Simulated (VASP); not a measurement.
# Settings for BaTe: energy along a vibration (SMASS = -2)

BaTe, Fm-3m (no. 225), atoms displaced along the mode, 2 atoms in the cell. LDA, energy along a line of displacements; PAW potentials Ba_sv, Te (LDA set). VASP 6.6.1.

Wanted: harmonic frequency within 1 %.

Space group without the displacement: Fm-3m (no. 225); Mode: optical mode at Gamma along [111].

POSCAR of the starting run:
```
BaTe
1.0
    0.0000000000      3.4100000000      3.4100000000
    3.4100000000      0.0000000000      3.4100000000
    3.4100000000      3.4100000000      0.0000000000
Ba Te
1 1
Direct
   -0.0032618909     -0.0032618909     -0.0032618909
    0.5035105462      0.5035105462      0.5035105462

    0.0055615241   0.0055615241   0.0055615241
   -0.0059854813  -0.0059854813  -0.0059854813
```

The series start from k mesh: 4 × 4 × 4; Cutoff (eV): 260; Step along the mode (Å): 0.02; Extrapolation between steps (IWAVPR): 11. Each series keeps the choices made before it, and each single choice may use up half of a tolerance.

## k mesh

| k mesh | Harmonic frequency (THz) | Time (s) |
|---|---|---|
| 2 × 2 × 2 | -2.494 | 19 |
| 3 × 3 × 3 | 2.689 | 22 |
| 4 × 4 × 4 | 3.059 | 47 |
| 5 × 5 × 5 | 3.156 | 82 |
| 6 × 6 × 6 (reference) | 3.185 | 159 |

Chosen: 6 × 6 × 6; the next looser run is off by more than half of the tolerance, so convergence isn't shown beyond this value.

## Cutoff (eV)

| Cutoff (eV) | Harmonic frequency (THz) | Time (s) |
|---|---|---|
| 140 | 3.236 | 48 |
| 170 | 3.182 | 62 |
| 200 | 3.193 | 55 |
| 230 | 3.19 | 65 |
| 260 | 3.185 | 159 |
| 300 (reference) | 3.186 | 128 |

Chosen: 170, the loosest value from which every tighter one stays within half of the tolerance.

## Extrapolation between steps (IWAVPR)

| Extrapolation between steps (IWAVPR) | Harmonic frequency (THz) | Time (s) |
|---|---|---|
| 11 | 3.186 | 59 |
| 12 | 3.186 | 45 |
| 0 | 3.186 | 56 |

Chosen: 11; no other choice that stays within half of the tolerance saves 30 % of the time.

Also changed on the way, by series that aren't shown: Step along the mode (Å): 0.08.

## All choices together

| Input | Harmonic frequency (THz) | Time (s) |
|---|---|---|
| defaults on a coarse mesh (naive) | 2.696 | 3.0 |
| chosen settings | 3.186 | 59 |
| reference settings throughout | 3.187 | 91 |

The chosen settings stay within the tolerance of the reference run, but the reference itself isn't shown to be converged in: k mesh.

## The input

INCAR:
```
SYSTEM = BaTe
  GGA = CA
  PREC = Accurate
  ENCUT = 170
  EDIFF = 1E-7
  ALGO = Normal
  LREAL = .FALSE.
  LASPH = .TRUE.
  ISMEAR = 0
  SIGMA = 0.03
  ISYM = 0
  LWAVE = .FALSE.
  LCHARG = .FALSE.
  IBRION = 0
  SMASS = -2
  POTIM = 1
  NSW = 9
  NELMIN = 4
  IWAVPR = 11
  KPAR = 2
```

KPOINTS:
```
Automatic mesh
0
Gamma
  6 6 6
  0 0 0
```

POSCAR:
```
BaTe
1.0
    0.0000000000      3.4100000000      3.4100000000
    3.4100000000      0.0000000000      3.4100000000
    3.4100000000      3.4100000000      0.0000000000
Ba Te
1 1
Direct
   -0.0130475638     -0.0130475638     -0.0130475638
    0.5140421849      0.5140421849      0.5140421849

    0.0222460963   0.0222460963   0.0222460963
   -0.0239419253  -0.0239419253  -0.0239419253
```

Commands:
```
cat potpaw_LDA.64/Ba_sv/POTCAR potpaw_LDA.64/Te/POTCAR > POTCAR
mpirun -np 2 vasp_std > vasp.out
```

The chosen input took VASP 6.6.1 59 s on 2 cores (Intel Xeon Platinum 8259CL @ 2.50GHz (Skylake/Cascade Lake)), a shared host.

## An input that fails: electronic threshold far too loose

It runs to its end, but against the unchanged starting input it is off by 2.7 % in the harmonic frequency.

Changes against the starting input:
```
- EDIFF = 1e-07
- NELMIN = 4
+ EDIFF = 0.1
```
